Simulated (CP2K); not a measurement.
Mo:

```
Mo
1.0
     2.74324    0.00000    0.00000
    -0.91441    2.58635    0.00000
    -0.91441   -1.29317    2.23984
Mo
1
Direct
  0.00000 0.00000 0.00000
```

Base run:

| Property | Result |
| --- | --- |
| Program | CP2K 2026.2 |
| Functional | PBE |
| Potentials or basis | GTH_POTENTIALS Mo GTH-PBE-q14; TZVP-MOLOPT-SR-GTH basis |
| Density cutoff | 6123 eV |
| k mesh | 12 × 12 × 12 |
| Occupations | fermi-dirac, width 0.05 eV |
| Spin | no spin polarisation |

Its results: band gap on the k mesh none (metal or under the smearing width); pressure -1.1 GPa.

Question: The run is repeated on the same cell with these changes: potentials or basis from GTH_POTENTIALS Mo GTH-PBE-q14; TZVP-MOLOPT-SR-GTH basis to GTH_POTENTIALS Mo GTH-PBE-q14; DZVP-MOLOPT-SR-GTH basis; basis sets from Mo TZVP-MOLOPT-SR-GTH-q14 to Mo DZVP-MOLOPT-SR-GTH-q14. What comes out?

Answer: Band gap on the k mesh none (metal or under the smearing width); pressure -2.3 GPa.

Caveats: the basis of atomic orbitals isn't converged, which shifts pressures, moduli and gaps.
